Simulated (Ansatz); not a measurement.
# CoO: the cost of one run

Program: Ansatz 0.2.0. Level of theory: DFT PBE, scalar-relativistic, plane waves, PAW. These are calculated values, not measurements.

## 1. The system as given

It takes space group P3m1 (No. 156, trigonal). Conventional cell: a = 3.204 Å, b = 3.204 Å, c = 33.489 Å, α = 90.00°, β = 90.00°, γ = 120.00°. Co (site symmetry 3m) is surrounded by 3 O at 1.96 Å. O (site symmetry 3m) is surrounded by 4 Co at 1.91 to 1.96 Å. Co (site symmetry 3m) has 4 O at 1.91 to 1.96 Å as nearest neighbours. Only part of the 12 independent sites is listed.

Structure file:

```
CELL_PARAMETERS angstrom
3.20444 0.00000 0.00000
-1.60222 2.77513 0.00000
0.00000 0.00000 33.48945
ATOMIC_POSITIONS crystal
Co 0.33333 0.66667 0.29860
O 0.66667 0.33333 0.31824
Co 0.66667 0.33333 0.37524
O 0.00000 0.00000 0.39486
Co 0.00000 0.00000 0.45187
O 0.33333 0.66667 0.47151
Co 0.33333 0.66667 0.52851
O 0.66667 0.33333 0.54813
Co 0.66667 0.33333 0.60514
O 0.00000 0.00000 0.62478
Co 0.00000 0.00000 0.68178
O 0.33333 0.66667 0.70140
```

Slab cut from the bulk at the bulk's listed lattice constants, lower half held.

## 2. Relaxing the atoms

Input file input.yaml:

```yaml
crystal:
  lattice:
    - [3.20443968, 0.0, 0.0]
    - [-1.60221984, 2.77512617, 0.0]
    - [0.0, 0.0, 33.4894468167]
  atoms:
    - { symbol: Co, position: [0.33333333, 0.66666667, 0.2986015283], spin: 3.0 }
    - { symbol: O, position: [0.66666667, 0.33333333, 0.3182361951] }
    - { symbol: Co, position: [0.66666667, 0.33333333, 0.3752354241], spin: -3.0 }
    - { symbol: O, position: [0.0, 0.0, 0.3948576228] }
    - { symbol: Co, position: [0.0, 0.0, 0.4518719527], spin: 3.0 }
    - { symbol: O, position: [0.33333333, 0.66666667, 0.4715066196] }
    - { symbol: Co, position: [0.33333333, 0.66666667, 0.5285058485], spin: -3.0 }
    - { symbol: O, position: [0.66666667, 0.33333333, 0.5481280473] }
    - { symbol: Co, position: [0.66666667, 0.33333333, 0.6051423772], spin: 3.0 }
    - { symbol: O, position: [0.0, 0.0, 0.624777044] }
    - { symbol: Co, position: [0.0, 0.0, 0.681776273], spin: -3.0 }
    - { symbol: O, position: [0.33333333, 0.66666667, 0.7013984717] }
basis:
  ecutwfc: 420.0
  fft_grid_basis: typed
kpoints:
  mp_grid: { grid: [9, 9, 1] }
hamiltonian:
  xc: pbe
  pseudopotentials: { kind: paw }
scf:
  occupations: { method: gaussian, width: 0.05 }
output:
  forces: true
  eigenvalues: true
  populations: true
efield:
  axis: 3
  dipole_correction: true
  ramp_width: 0.04
magnetization:
  spin_polarized: true
relax:
  adjacent_minimum: "off"
  f_tol: 0.04
  max_steps: 40
  constraints: [{ sites: [0, 1, 2, 3, 4, 5] }]
```

Run with:

```bash
$ ansatz run input.yaml --threads 2 --pin off --max-ram 4423MiB --backend cpu --events-out ev --progress --plain --runs-dir out
```

Q: Estimate wall time and peak memory on 2 threads of AMD EPYC 9R45 (Zen 5), shared host.

About 76 s, with a peak of 1.1 GiB.
